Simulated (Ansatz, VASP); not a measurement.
## BN in two plane-wave programs

Aim: how closely do two programs agree when they are given the same cell, functional and k mesh? The cell is taken from a series of runs on this material, whose earlier steps may have relaxed, scaled, displaced or heated it; both programs get it as it stands.

Main program and level: Ansatz 0.2.0; plane waves, with VASP 6.6.1 beside it; G0W0 gap at PBEsol.

### Step 1. The structure

The structure is hexagonal, space group P6_3/mmc (No. 194). Conventional cell: a = 2.504 Å, b = 2.504 Å, c = 6.661 Å, α = 90.00°, β = 90.00°, γ = 120.00°. Nearest to B lie 3 N at 1.45 Å. N has 3 B at 1.45 Å nearest. Farther neighbours and most contacts between anions are not listed.

As a file:

```cif
data_structure
_symmetry_space_group_name_H-M 'P 1'
_symmetry_Int_Tables_number 1
_cell_length_a 2.5040
_cell_length_b 2.5040
_cell_length_c 6.6612
_cell_angle_alpha 90.000
_cell_angle_beta 90.000
_cell_angle_gamma 120.000
_cell_volume 36.17
loop_
_atom_site_label
_atom_site_type_symbol
_atom_site_fract_x
_atom_site_fract_y
_atom_site_fract_z
_atom_site_occupancy
B1 B 0.33333 0.66667 0.25000 1
B2 B 0.66667 0.33333 0.75000 1
N3 N 0.33333 0.66667 0.75000 1
N4 N 0.66667 0.33333 0.25000 1
```

### Step 2. Ansatz: G0W0 gap, PBEsol

Ansatz runs on its PAW soft_1 files.

Quasiparticle shifts depend on high empty states and on the cores, so they are the hardest test of two PAW sets.

input.yaml reads:

```yaml
crystal:
  lattice:
    - [2.50399, 0.0, 0.0]
    - [-1.251995, 2.1685189508, 0.0]
    - [0.0, 0.0, 6.6612]
  atoms:
    - { symbol: B, position: [0.3333333333, 0.6666666667, 0.25] }
    - { symbol: B, position: [0.6666666667, 0.3333333333, 0.75] }
    - { symbol: "N", position: [0.3333333333, 0.6666666667, 0.75] }
    - { symbol: "N", position: [0.6666666667, 0.3333333333, 0.25] }
kpoints:
  mp_grid: { grid: [9, 9, 2] }
hamiltonian:
  xc: pbesol
  pseudopotentials: { kind: paw, azcp: { folder: soft_1 }, xc_functional: pbe }
scf:
  occupations: { method: fixed }
gw:
  n_empty_bands: 82
  ecut_chi: 100
  qp_bands: [v2, c2]
  qp_kpoints: band_edges
  screening: { model: contour_deformation }
```

Started as:

```
$ ansatz run input.yaml --threads 3 --pin off --max-ram 92160MiB --backend cuda --events-out ev --progress --plain --runs-dir out --devices 1 --max-vram 13GiB
```

Numbers of over 12 decimals in the logs are rounded to 6 here.

The program printed:

```text
GPUs: using 1 of 1 available (devices: 1).
Engine: ansatz 0.2.0, x86_64-unknown-linux-gnu
Pseudopotentials: kind: paw
Pseudopotential: B, paw, valence charge 3, recommended cutoff 420 eV (normal), soft_1/B.paw.azcp
Pseudopotential: N, paw, valence charge 5, recommended cutoff 420 eV (normal), soft_1/N.paw.azcp
Functional definition: PBEsol
  exchange = pbesol_x
  correlation = pbesol_c
device memory: the entry about to start is reckoned to put 0.4 GiB on a device that reports 37.5 GiB free (of which the cap on the GPU budget leaves the run 13.0 GiB)
GPU FFT provider: cuFFT
GPU libraries: cuBLAS 13.8.2, cuFFT 12.4.0, cuSOLVER 12.3.4
Crystal: 4 atoms, lattice volume = 36.170 Å³
Basis set: ecut = 420 eV, 713 PW (Γ)
Bands: 12, of which v1, the nominal top of the filled ones, is band 8 counted from 1 (7 counted from 0)
Symmetry: 24 space group operations
Space group: P63/mmc (ITA 194), of the structure as read, at distance tolerance 3.3e-5 Å
k-points: 24 of 162
Non-local potential: B, projectors of the file, l = 0: 2, l = 1: 2, l = 2: 1
Non-local potential: N, projectors of the file, l = 0: 2, l = 1: 2, l = 2: 1
PAW form: soft (Blöchl's): semilocal exchange-correlation on the pseudo side does not see the compensation charge
PAW frozen core: B, regenerated for the run's functional, and the local potential with it (the file was generated under x = pbe(κ = 0.804, μ = 0.219515), c = pbe(β = 0.066725))
PAW frozen core: N, regenerated for the run's functional, and the local potential with it (the file was generated under x = pbe(κ = 0.804, μ = 0.219515), c = pbe(β = 0.066725))
PAW one-centre angular grid: B, 110 points (default); XC on 64 Gauss nodes
PAW one-centre angular grid: N, 110 points (default); XC on 64 Gauss nodes
Initial density: superposition of atomic densities (chi_scale 0.1, normalization cell, long waves kept (reshape's long-wave potential 0.01 eV rms))
Initial wavefunctions: pseudopotential atomic-orbital guess
GPU buffer pool allocated for 14580 grid points (all kernels)
GPU transforms: local potential and band sums: pruned to the plane-wave sphere, on 18×18×45
Functional: x = pbesol(κ = 0.804, μ = 0.123457), c = pbesol(β = 0.046)
SCF iter   1: F=—  HF=-1070.095811 eV  |F-HF|=—  |Δ(HF+E_count)|=         —  Δρ=1.41e-1  dr2=7.06e0  ethr=3.10e-3  ⟨swp⟩=4.9  Hψ=1565  notcnv=0  defer=34
preconditioner: auto → none  [insulator: Δε(μ)=5.786 eV  Ē_g=16.946 eV  n_scr=4 (ndim 8)  ℏωp=24.7 eV  f_vac=0.000  ε∞_Penn≈3.1]
SCF iter   2: F=—  HF=-1067.819559 eV  |F-HF|=—  |Δ(HF+E_count)|=    2.28e0  Δρ=6.72e-2  dr2=8.70e-1  ethr=3.10e-3  ⟨swp⟩=3.0  Hψ=807  notcnv=0  defer=45
SCF iter   3: F=—  HF=-1067.582689 eV  |F-HF|=—  |Δ(HF+E_count)|=   2.37e-1  Δρ=2.22e-2  dr2=9.74e-2  ethr=3.10e-3  ⟨swp⟩=2.7  Hψ=687  notcnv=0  defer=45
SCF iter   4: F=—  HF=-1067.567254 eV  |F-HF|=—  |Δ(HF+E_count)|=   1.54e-2  Δρ=8.21e-3  dr2=1.35e-2  ethr=6.09e-4  ⟨swp⟩=2.1  Hψ=341  notcnv=0  defer=47
SCF iter   5: F=—  HF=-1067.565662 eV  |F-HF|=—  |Δ(HF+E_count)|=   1.59e-3  Δρ=1.20e-3  dr2=2.68e-4  ethr=8.44e-5  ⟨swp⟩=2.9  Hψ=520  notcnv=0  defer=48
SCF iter   6: F=—  HF=-1067.565683 eV  |F-HF|=—  |Δ(HF+E_count)|=   2.12e-5  Δρ=1.44e-4  dr2=4.39e-6  ethr=1.67e-6  ⟨swp⟩=2.1  Hψ=473  notcnv=0  defer=43
SCF iter   7: F=-1067.565684 eV  HF=-1067.565684 eV  |F-HF|=7.97e-9  |Δ(HF+E_count)|=   2.92e-7  Δρ=6.03e-6  dr2=6.32e-9  ethr=6.25e-10  ⟨swp⟩=3.5  Hψ=1498  notcnv=0
SCF 1 converged in 7 iterations: F = -1067.565684 eV  dr2 = 6.32e-9
  greatest PAW one-centre occupation: 0.798 electrons in one spin orbital (limit 2), on the N atom at site 3 (counted from 0), in its partial waves of l = 0
device memory: the entry about to start is reckoned to put 0.5 GiB on a device that reports 37.5 GiB free (of which the cap on the GPU budget leaves the run 13.0 GiB)
NSCF: frozen V_eff on 24 k-points, pencils in batches of 32, up to order 48
the band table was solved once the SCF had ended and its energy, with any forces and stress, was formed, with the checks that follow a solve (1876 applications of the Hamiltonian). They found nothing against the state; the energy, forces and stress were not computed again (output.eigenvalues in the input reference)
device memory: the entry about to start is reckoned to put 1.6 GiB on a device that reports 37.5 GiB free (of which the cap on the GPU budget leaves the run 13.0 GiB)
NSCF: frozen V_eff on 24 k-points, pencils in batches of 32, up to order 380
G₀W₀ screening: q 1/24
[... further progress lines ...]
device memory: the entry about to start is reckoned to put 0.3 GiB on a device that reports 59.6 GiB free (of which the cap on the GPU budget leaves the run 13.0 GiB)
NSCF: frozen V_eff on 1 k-points
device memory: the entry about to start is reckoned to put 0.3 GiB on a device that reports 59.6 GiB free (of which the cap on the GPU budget leaves the run 13.0 GiB)
NSCF: frozen V_eff on 1 k-points
SCF converged after 7 iterations
Free energy (F): -1067.565684 eV
Harris-Foulkes:  -1067.565684 eV  (|F-HF|=7.97e-9)
Internal energy: -1067.565684 eV  (E = F + TS)
E sigma→0 (E₀):  -1067.565684 eV
Fermi energy:    4.617707 eV
--- Per-component energies (eV) ---
  E_band       = -39.806949
  E_kinetic    = 361.657735
  E_local      = -660.747888  (includes V_loc(G=0)·N_el)
  E_nonlocal   = 86.646488
  E_hartree    = 222.982907
  E_xc         = -182.049051
  E_vxc        = -225.553007  (∫ρ·V_xc dr)
  E_paw        = -398.268064  (= ΣΔE_a)
  E_vpaw       = -47.777258  (= ΣTr[D̂ρ^β])
  E_aug_tail   = 0.001793  (compensation charges beyond the density's cutoff)
  E_ewald      = -497.875223
  E_core_change = 0.085619  (= ΣΔE_core)
  E_smearing   = -0.000000  (= −TS)
  E_closure    = -0.000000  (closes the sum)
  Σ components = -1067.565684   (vs F -1067.565684, Δ=0.00e0)
--- Band table (eV; the first three rows and the last of 24) ---
  k-point 0: bands = [... 4 lower, 3.3136, 3.3136, 3.3495, 3.3495, 9.6572, 14.7607, 16.1435, 16.1435]
  k-point 1: bands = [... 4 lower, 3.3317, 3.3317, 3.3317, 3.3317, 12.0417, 12.0417, 16.2044, 16.2044]
  k-point 2: bands = [... 4 lower, 2.3524, 2.3838, 2.8657, 2.9088, 10.0842, 14.6017, 15.8412, 16.1365]
  k-point 23: bands = [... 4 lower, -2.5052, -2.5052, 4.6177, 4.6177, 9.2012, 9.2012, 16.3730, 16.3730]
--- G₀W₀: contour deformation, 6 samples at zero and on the imaginary axis and 1 off it, 162 q-points, 82 empty bands' worth ---
  eigenvalues of the whole cell's RPA ε∞ on this k-mesh (on a slab, of 1 + 4πα/V) = 2.5860, 4.6625, 4.6625; static W/v taken at q = 0 is 0.278372
  bands read: the sum over 90 bands ends inside a degenerate multiplet in 2 slots, whose members it reads at an even weight; the widest, k=1: bands 89 to 92 (counted from 1) at 2/4 each
  gw.qp_kpoints: band_edges: 12 of 24 stored k-points solved, in 2 passes; an edge of the gap read off the rows below is read off those points alone
    valence top: of the k-points left out ik 14 came nearest to being solved in a further pass, in band 8 (counted from 1, as in the quasiparticle table): it holds the edge there only if its correction is more favourable than any solved in that band by at least 0.894 eV; those differ by 0.218 eV
    conduction bottom: of the k-points left out ik 14 came nearest to being solved in a further pass, in band 9 (counted from 1, as in the quasiparticle table): it holds the edge there only if its correction is more favourable than any solved in that band by at least 0.901 eV; those differ by 0.490 eV
    ik  band        ε_KS         Σx   Σc(E_QP)       V_xc       Z   E_QP_lin       E_QP  E_QP is
     0     7      3.3495   -23.5954     3.6143   -19.1246  0.7949     2.4852     2.4930  root
     0     8      3.3495   -23.5954     3.6143   -19.1246  0.7949     2.4852     2.4930  root
     0     9      9.6572    -4.9371    -3.9451    -9.3945  0.8382    10.1717    10.1694  root
     0    10     14.7607    -7.7832    -5.4123   -14.4346  0.7586    16.0373    15.9998  root
     1     7      3.3317   -23.5810     3.6198   -19.1003  0.7948     2.4628     2.4708  root
     1     8      3.3317   -23.5810     3.6198   -19.1003  0.7948     2.4628     2.4708  root
     1     9     12.0417    -6.3489    -4.3862   -11.5593  0.8140    12.8744    12.8660  root
     1    10     12.0417    -6.3489    -4.3862   -11.5593  0.8140    12.8744    12.8660  root
     2     7      2.8657   -23.4484     3.7089   -18.8419  0.7918     1.9591     1.9682  root
     2     8      2.9088   -23.4861     3.6991   -18.8982  0.7920     2.0110     2.0200  root
     2     9     10.0842    -4.9110    -3.9737    -9.4155  0.8367    10.6176    10.6150  root
     2    10     14.6017    -8.0677    -5.4501   -14.7894  0.7565    15.9144    15.8733  root
     3     7      2.8871   -23.4676     3.7044   -18.8702  0.7919     1.9849     1.9940  root
     3     8      2.8871   -23.4676     3.7044   -18.8702  0.7919     1.9849     1.9940  root
     3     9     12.3381    -6.4283    -4.4224   -11.7090  0.8110    13.2061    13.1964  root
     3    10     12.3381    -6.4283    -4.4224   -11.7090  0.8110    13.2061    13.1964  root
     8     7      2.8063   -18.7765     2.9885   -14.8864  0.7754     1.8926     1.9048  root
     8     8      4.0294   -20.4315     2.9108   -16.7831  0.7805     3.2853     3.2918  root
     8     9      9.1733    -6.0110    -4.3052   -11.2031  0.8170    10.0681    10.0602  root
     8    10     10.5125    -7.8132    -4.5878   -13.5363  0.7968    11.6648    11.6479  root
     9     7      3.4138   -19.5224     2.9253   -15.7714  0.7788     2.5793     2.5882  root
     9     8      3.4138   -19.5224     2.9253   -15.7714  0.7788     2.5793     2.5882  root
     9     9      9.6324    -6.7459    -4.3108   -12.0146  0.8114    10.6002    10.5903  root
     9    10      9.6324    -6.7459    -4.3108   -12.0146  0.8114    10.6002    10.5903  root
[...]
22     7      4.5361   -20.2067     2.6796   -16.8428  0.7858     3.8469     3.8519  root
    22     8      4.5361   -20.2067     2.6796   -16.8428  0.7858     3.8469     3.8519  root
    22     9      9.4202    -6.6181    -4.5464   -12.1663  0.8061    10.4331    10.4220  root
    22    10      9.4202    -6.6181    -4.5464   -12.1663  0.8061    10.4331    10.4220  root
    23     7      4.6177   -20.5116     2.7151   -17.1218  0.7855     3.9382     3.9430  root
    23     8      4.6177   -20.5116     2.7151   -17.1218  0.7855     3.9382     3.9430  root
    23     9      9.2012    -6.1776    -4.5070   -11.6409  0.8101    10.1672    10.1574  root
    23    10      9.2012    -6.1776    -4.5070   -11.6409  0.8101    10.1672    10.1574  root
```

In the SCF lines HF is the Harris–Foulkes energy and dr2 the Hartree energy of the density residual, in eV; the loop may stop once dr2 is under the threshold and the program's other checks hold. Hψ counts applications of the Hamiltonian.

(Continued in part 2 of 2.)

[Lines on the potential files, build, host, timing and source positions are cut from VASP's logs without a mark.]

[Logs are printed without paths, hosts, clocks, repeated set-up lines and the standing remarks that a program may print on its own settings, such as how far it seeks lower states.]

[Hosts, paths, dates, database ids (printed as entryN), source tags and the programs' standing remarks are cut or masked in the printed files.]
